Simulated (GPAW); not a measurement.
## Ge in GPAW: convergence with k mesh

The system is Ge.

```
CELL_PARAMETERS angstrom
0.00000 2.82891 2.82891
2.82891 0.00000 2.82891
2.82891 2.82891 0.00000
ATOMIC_POSITIONS crystal
Ge 0.74757 0.75281 0.74785
Ge 0.49561 0.50296 0.50223
```

The cell isn't the ideal one: atoms moved at random, drawn with an rms of 0.02 Å.

- Program: GPAW 26.7.0
- Task: convergence study
- Functional: PBE
- Potentials or basis: GPAW PAW data sets (gpaw-data 1.2.1)
- Cutoff: 600 eV
- Basis: pw
- k mesh: 2 × 2 × 2
- Occupations: fermi-dirac, width 0.05 eV
- Spin: no spin polarisation

These are the settings of the first run; the series varies k mesh, with any setting tied to it.

Hardware: 1 thread of AMD EPYC 9R45 96-Core Processor (Zen 5), on a shared host.

Question: The values tried are 2 × 2 × 2, 3 × 3 × 3, 4 × 4 × 4, 5 × 5 × 5, 6 × 6 × 6, 7 × 7 × 7, 9 × 9 × 9, 11 × 11 × 11, loosest first. From which on does the largest force stay within 0.005 eV/Å of the tightest run that finished?

Answer: From 9 × 9 × 9 on.

| k mesh | energy less the tightest run, at zero smearing (meV/atom) | pressure (GPa) | largest force (eV/Å) | SCF cycles | CPU time (s) | peak memory (GiB) |
| --- | --- | --- | --- | --- | --- | --- |
| 2 × 2 × 2 | 1479.62 | 12.63 | 0.137 | 10 | 3 | 0.14 |
| 3 × 3 × 3 | 386.41 | 5.98 | 0.090 | 9 | 3.4 | 0.14 |
| 4 × 4 × 4 | 129.83 | 4.46 | 0.118 | 8 | 5.9 | 0.15 |
| 5 × 5 × 5 | 50.40 | 4.05 | 0.153 | 8 | 8.9 | 0.17 |
| 6 × 6 × 6 | 21.56 | 3.94 | 0.163 | 8 | 15 | 0.2 |
| 7 × 7 × 7 | 9.82 | 3.91 | 0.171 | 8 | 22 | 0.23 |
| 9 × 9 × 9 | 2.01 | 3.92 | 0.177 | 8 | 46 | 0.34 |
| 11 × 11 × 11 | 0.00 | 3.94 | 0.179 | 8 | 80 | 0.51 |

Against the tightest run, the pressure stays within 0.1 GPa from 6 × 6 × 6 on. Not settled before the last step: the energy (to 1 meV/atom). Meshes of other sizes hit other points, so gaps and Fermi surfaces needn't settle smoothly. The tightest run that finished is the yardstick and may itself not be fully converged.
